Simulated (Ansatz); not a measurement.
# HfB2 (P6/mmm): scan of the energy under strain, by script

The task is a scan of the energy under strain, for HfB2 (P6/mmm).

Program: Ansatz 0.2.0 through its Python package. Level of theory: DFT PBE, plane waves, PAW. These are calculated values, not measurements.

**1. Starting point**

The structure is hexagonal, space group P6/mmm (No. 191). Conventional cell: a = 3.140 Å, b = 3.140 Å, c = 3.480 Å, α = 90.00°, β = 90.00°, γ = 120.00°. Hf (site symmetry 6/mmm) is surrounded by 12 B at 2.51 Å. B (site symmetry -6m2) has 3 B at 1.81 Å and 6 Hf at 2.51 Å as nearest neighbours.

The script holds or builds the structure itself.

**2. The code**

strain_hfb2.py

```python
'''Energy of HfB2 under shear strain, ions carried with the cell.'''

import warnings

import ansatz as az
import numpy as np

vectors0 = np.array([
    [3.14, 0.0, 0.0],
    [-1.57, 2.71932, 0.0],
    [0.0, 0.0, 3.48],
])
sites = [
    ('Hf', (0.0, 0.0, 0.0)),
    ('B', (1 / 3, 2 / 3, 0.5)),
    ('B', (2 / 3, 1 / 3, 0.5)),
]


def crystal_on(cell):
    crystal = az.Crystal(lattice=az.Lattice.of(cell))
    for symbol, position in sites:
        crystal = crystal.atom(symbol, position)
    return crystal

warnings.simplefilter('ignore', az.DeckWarning)

# clamped ions: the fractional positions stay as typed
values = np.linspace(-0.05, 0.05, 5)
energies = []
for d in values:
    strain = np.array([[0, d / 2, 0], [d / 2, 0, 0], [0, 0, 0]])
    cell = vectors0 @ (np.eye(3) + strain)
    calculation = crystal_on(cell).calculation()
    calculation = calculation.functional(az.Functional.PBE).occupations('gaussian')
    calculation = calculation.mixing('broyden')
    calculation = calculation.basis(520)
    calculation = calculation.kpoints(13, 13, 10)
    calculation = calculation.stress()
    data = calculation.run(threads=1, pin='off').report
    energies.append(data['free_energy_ev'] / len(sites))
    s = data['stress_gpa']
    print(f'd = {d:+.4f}  stress xx yy zz xy (GPa, compression positive): {s[0][0]:8.3f} {s[1][1]:8.3f} {s[2][2]:8.3f} {s[0][1]:8.3f}')
energies = np.array(energies)

for value, e in zip(values, energies):
    print(f'strain {value:7.3f}   E - Emin = {1000 * (e - energies.min()):9.3f} meV/atom')
np.savetxt('strain.csv', np.column_stack([values, energies]), fmt='%.6f', delimiter=',', header='strain,energy_eV_per_atom')
curvature = 2 * np.polyfit(values, energies, 3)[1]
volume = abs(np.linalg.det(vectors0)) / len(sites)
print(f'd2E/dd2 over the volume: {curvature / volume * 160.21766:.1f} GPa')
```

**3. The calls as engine input**

The package turns the script's settings into the engine's input (first run):

```yaml
crystal:
  lattice:
    - [3.14, -0.07850000000000001, 0.0]
    - [-1.637983, 2.75857, 0.0]
    - [0.0, 0.0, 3.48]
  atoms:
    - { symbol: Hf, position: [0.0, 0.0, 0.0] }
    - { symbol: B, position: [0.3333333333333333, 0.6666666666666666, 0.5] }
    - { symbol: B, position: [0.6666666666666666, 0.3333333333333333, 0.5] }
basis:
  ecutwfc: 520.0
kpoints:
  mp_grid:
    grid: [13, 13, 10]
hamiltonian:
  xc: pbe
scf:
  mixing:
    algorithm: broyden
  occupations:
    method: gaussian
output:
  stress: true
```

**4. The run**

Launch:

```
$ python strain_hfb2.py
```

The log of the run:

```text
d = -0.0500  stress xx yy zz xy (GPa, compression positive):    2.109    2.238    1.637   13.472
d = -0.0250  stress xx yy zz xy (GPa, compression positive):    1.518    1.580    1.454    6.739
d = +0.0000  stress xx yy zz xy (GPa, compression positive):    1.334    1.334    1.412    0.000
d = +0.0250  stress xx yy zz xy (GPa, compression positive):    1.518    1.580    1.454   -6.739
d = +0.0500  stress xx yy zz xy (GPa, compression positive):    2.109    2.238    1.637  -13.472
strain  -0.050   E - Emin =    20.898 meV/atom
strain  -0.025   E - Emin =     5.224 meV/atom
strain   0.000   E - Emin =     0.000 meV/atom
strain   0.025   E - Emin =     5.224 meV/atom
strain   0.050   E - Emin =    20.898 meV/atom
d2E/dd2 over the volume: 270.4 GPa
```

Run time: 70 s. Hardware: 1 thread of Arm Neoverse V2, shared host; peak memory 0.64 GiB.

It wrote strain.csv:

```csv
# strain,energy_eV_per_atom
-0.050000,-5345.385567
-0.025000,-5345.401240
0.000000,-5345.406464
0.025000,-5345.401240
0.050000,-5345.385566
```

**5. What changed from run to run**

The engine's inputs for some of the other runs:

Run 3, against run 1:

```diff
@@ -3,2 +3,2 @@
-    - [3.14, -0.07850000000000001, 0.0]
-    - [-1.637983, 2.75857, 0.0]
+    - [3.14, 0.0, 0.0]
+    - [-1.57, 2.71932, 0.0]
```

Run 4, against run 1:

```diff
@@ -3,2 +3,2 @@
-    - [3.14, -0.07850000000000001, 0.0]
-    - [-1.637983, 2.75857, 0.0]
+    - [3.14, 0.039250000000000014, 0.0]
+    - [-1.5360085, 2.699695, 0.0]
```

Run 5, against run 1:

```diff
@@ -3,2 +3,2 @@
-    - [3.14, -0.07850000000000001, 0.0]
-    - [-1.637983, 2.75857, 0.0]
+    - [3.14, 0.07850000000000001, 0.0]
+    - [-1.5020170000000002, 2.68007, 0.0]
```

**6. The runs side by side**

The 5 runs, in the order started:

```csv
run,strain,energy from run 3 (meV/atom),pressure (GPa),SCF cycles,CPU time (s)
1,-0.050,20.90,1.99,6,16
2,-0.025,5.22,1.52,6,16
3,0.000,0.00,1.36,6,4.1
4,0.025,5.22,1.52,6,16
5,0.050,20.90,1.99,6,16
```

Energies are free energies F = E - TS of the smeared occupations. 

**7. What came out**

| quantity | value |
| --- | --- |
| curvature under the strain | 270.4 GPa |
| runs compared | 5 |
| range of energy | 20.90 meV/atom |
| lowest point, strain | 0.000 |

Against the unstrained cell the energy per atom changes by +20.90 meV at one end of the scan and +20.90 meV at the other, and its second derivative over the volume is 270.4 GPa. Notes:
- The curvature belongs to this strain pattern and to the cell's stress; it equals a single elastic constant only for simple patterns.
- In a metal a curvature from energy changes of a few meV or less hangs on mesh and smearing, in size and even in sign.
- Spin-orbit coupling, which matters for elements this heavy, is left out.
- The ions keep their fractional positions (clamped ions).
